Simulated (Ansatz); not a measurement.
**F (diamond type): a single-point run**

The task is a single-point run on F (diamond type). The structure is shown as the input types it.

Program: Ansatz 0.2.0. Level of theory: DFT, r2SCAN, PAW with Ansatz's default frozen-core files, scalar-relativistic. These are calculated values, not measurements.

## Step 1: The starting structure

The structure is trigonal, space group R-3m (No. 166). Conventional cell: a = 3.582 Å, b = 3.582 Å, c = 8.774 Å, α = 90.00°, β = 90.00°, γ = 120.00°. F (site symmetry 3m) is surrounded by 1 F at 1.93 Å.

Structure file:

```cif
data_structure
_symmetry_space_group_name_H-M 'P 1'
_symmetry_Int_Tables_number 1
_cell_length_a 3.5821
_cell_length_b 3.5821
_cell_length_c 3.5821
_cell_angle_alpha 60.000
_cell_angle_beta 60.000
_cell_angle_gamma 60.000
_cell_volume 32.50
loop_
_atom_site_label
_atom_site_type_symbol
_atom_site_fract_x
_atom_site_fract_y
_atom_site_fract_z
_atom_site_occupancy
F1 F 0.83000 0.89000 0.89000 1
F2 F 0.17000 0.11000 0.11000 1
```

## Step 2: Input and run

Input file input.yaml:

```yaml
crystal:
  lattice:
    - [0.0, 2.5328985096, 2.5328985096]
    - [2.5328985096, 0.0, 2.5328985096]
    - [2.5328985096, 2.5328985096, 0.0]
  atoms:
    - { symbol: F, position: [-0.17, -0.11, -0.11] }
    - { symbol: F, position: [0.17, 0.11, 0.11] }
kpoints:
  mp_grid: { grid: [10, 10, 10] }
scf:
  occupations: { method: fixed }
  max_iter: 100
hamiltonian:
  xc: r2scan
  pseudopotentials: { kind: paw }
output:
  forces: true
  stress: true
  eigenvalues: true
  efg: { contact_densities: true }
  populations: true
```

Launch:

```bash
$ ansatz run input.yaml --threads 1 --pin off --max-ram 2048MiB --backend cpu --events-out ev --progress --plain --runs-dir out
```

What happens when this is run?

The run converged and reported no error, with warnings (band overlap at count, metallic iterate). It gives a largest force of 3.8 eV/Å, which is large; a structure far from rest gives such values too, whatever the setting.

The suspect setting: scf.occupations.method is fixed; scf.occupations.width is missing. What could go wrong: fixed occupations where they can't hold. The run converged, but that does not make its result sound.

To check: set scf.occupations.method to fermi_dirac and scf.occupations.width to 0.05.
